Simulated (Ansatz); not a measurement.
This run works on a generated trial structure, not on a known crystal.

Input and command of a plane-wave DFT calculation in Ansatz:

```yaml
crystal:
  lattice:
    - [5.93300188, 0.0, 0.0]
    - [-2.96650094, 5.13813035, 0.0]
    - [0.0, 0.0, 10.390007]
  atoms:
    - { symbol: Bi, position: [0.0, 0.0, 0.67164323] }
    - { symbol: Bi, position: [0.0, 0.0, 0.32835677] }
    - { symbol: Te, position: [0.5, 0.0, 0.5] }
    - { symbol: Te, position: [0.0, 0.5, 0.5] }
    - { symbol: Te, position: [0.5, 0.5, 0.5] }
    - { symbol: Te, position: [0.33333333, 0.66666667, 0.99485818] }
    - { symbol: Te, position: [0.66666667, 0.33333333, 0.00514182] }
    - { symbol: Te, position: [0.0, 0.0, 0.0] }
basis:
  ecutwfc: 420
kpoints:
  mp_grid: { grid: [3, 3, 2] }
hamiltonian:
  xc: pbe
scf:
  occupations: { method: gaussian, width: 0.2 }
  lower_state_search: "off"
output:
  forces: true
  stress: true
  eigenvalues: true
relax:
  adjacent_minimum: "off"
  f_tol: 0.08
  max_steps: 16
  cell: { stress_tol: 0.8 }
```

```bash
ansatz run input.yaml --threads 1 --pin off --max-ram 2560MiB --backend cpu --events-out ev --progress --plain --runs-dir out
```

Processor: Arm Neoverse N1, 1 thread, on a host shared with other jobs.

Estimate time, memory and problem size.

About 110 s, peak memory 0.56 GiB. It solves 76 bands at 6 k points (after reduction by symmetry) with about 5881 plane waves (on the last cell), in 39 SCF iterations over 6 ionic steps.
